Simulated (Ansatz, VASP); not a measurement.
**Y in VASP and in Ansatz**

```
CELL_PARAMETERS angstrom
0.00000 2.45990 2.45990
2.45990 0.00000 2.45990
2.45990 2.45990 0.00000
ATOMIC_POSITIONS crystal
Y 0.00000 0.00000 0.00000
```

Change from the starting cell: volume scaled by 0.97.

Alike in both runs: task single point; functional PBE; k mesh 14 × 14 × 14; occupations fermi-dirac, width 0.03 eV; no spin polarisation.

|  | VASP | Ansatz |
| --- | --- | --- |
| version | VASP 6.6.1 | Ansatz 0.2.0 |
| potentials or method | VASP PAW PBE potentials, release 64 (Y_sv), cutoff 520 eV | all-electron LAPW, scalar-relativistic |

```tsv
	VASP	Ansatz	Ansatz less VASP
pressure (GPa)	3.7	3.9	+0.16
```

Ansatz ran all-electron here, so the differences hold the error of VASP's frozen core and of both bases.
